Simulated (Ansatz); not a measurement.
`CC(=O)N(C)C` + `OB(F)F` → `CC(=O)OB(F)F` + `CNC`  (substitution at a C–N bond)

Isolated molecules relaxed with PBE0-D4/def2-TZVP in Ansatz; ΔE leaves out vibrations. CCSD(T)/CBS is the MP2 limit (def2-TZVPP, def2-QZVPP) plus CCSD(T) − MP2 in def2-TZVPP, frozen cores. This one scheme is used for every species. Functionals use def2-TZVPP. B3LYP here is the variant with VWN-RPA as its local correlation; programs differ in this. One conformer a species, not always the lowest.

```json
{"level": "B3LYP-D4", "ΔE (eV)": "0.60"}
{"level": "r2SCAN", "ΔE (eV)": "0.61"}
{"level": "r2SCAN0", "ΔE (eV)": "0.61"}
{"level": "CAM-B3LYP", "ΔE (eV)": "0.56"}
```

Problem. What does CCSD(T)/CBS give? (Estimate.)

Solution. The calculation gave: +0.61 eV. The listed levels differ from it by -0.01, 0.00, 0.00, -0.05 eV.

Largest T1 diagnostic among the species: 0.014.

The D4 term adds +0.07 eV with B3LYP and +0.04 eV with PBE0; it sums over pairs of atoms, weighted by their polarisabilities, and B3LYP, whose exchange is more repulsive, gets the larger term. In def2-TZVPP, CCSD(T) changes the Hartree–Fock value by +0.21 eV (the triples alone add +0.04 eV) and MP2 by +0.29 eV.

CCSD(T)/CBS has its own doubt, a few kJ/mol and more with outer-core shells, so smaller differences from it don't rank the levels.
